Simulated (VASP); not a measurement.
TiO2 (Anatase): single point with LDA

TiO2 (Anatase):

```
Ti O
1.0
    -1.86962    1.86962    4.72833
     1.86962   -1.86962    4.72833
     1.86962    1.86962   -4.72833
Ti O
2 4
Direct
  0.00000 0.00000 0.00000
  0.75000 0.25000 0.50000
  0.20796 0.20796 0.00000
  0.95796 0.45796 0.50000
  0.54204 0.04204 0.50000
  0.79204 0.79204 0.00000
```

The cell isn't the ideal one: relaxed again under DFT LDA, scalar-relativistic, plane waves, PAW.

```yaml
Program: VASP 6.6.1
Task: single point
Functional: LDA
Potentials_or_basis: VASP PAW LDA potentials, release 64 (Ti_sv, O)
Cutoff: 520 eV
k_mesh: 10 × 10 × 10
Occupations: gaussian, width 0.02 eV
Spin: no spin polarisation
```

The pressure is 1.3 GPa. The largest force is 0.035 eV/Å. The band gap on the k mesh is 2.08 eV, indirect (least direct gap 2.42 eV).

Forces in eV/Å, atoms in the order of the input:
```
Ti   0.000  0.000  0.000
Ti   0.000  0.000  0.000
O    0.000  0.000  0.035
O    0.000  0.000  0.035
O    0.000  0.000 -0.035
O    0.000  0.000 -0.035
```

Levels at points of the mesh, in eV from the valence-band top:
| k point | band 22 | band 23 | band 24 | band 25 | band 26 | band 27 |
| --- | --- | --- | --- | --- | --- | --- |
| (0.00, 0.00, 0.00) | -0.76 | -0.50 | -0.50 | 2.08 | 2.88 | 4.11 |
| (0.50, 0.00, 0.00) | -1.03 | -0.81 | -0.65 | 3.29 | 3.64 | 3.65 |
| (0.50, 0.50, 0.00) | -2.17 | -0.03 | -0.03 | 3.41 | 3.41 | 3.93 |
| (0.50, 0.50, 0.50) | -1.28 | -0.10 | -0.10 | 2.46 | 2.46 | 3.87 |

Run time: 13 min on 1 thread of Intel(R) Xeon(R) Platinum 8488C (Sapphire Rapids) (shared host), peak memory 0.32 GiB.

A k mesh can miss the band edges.
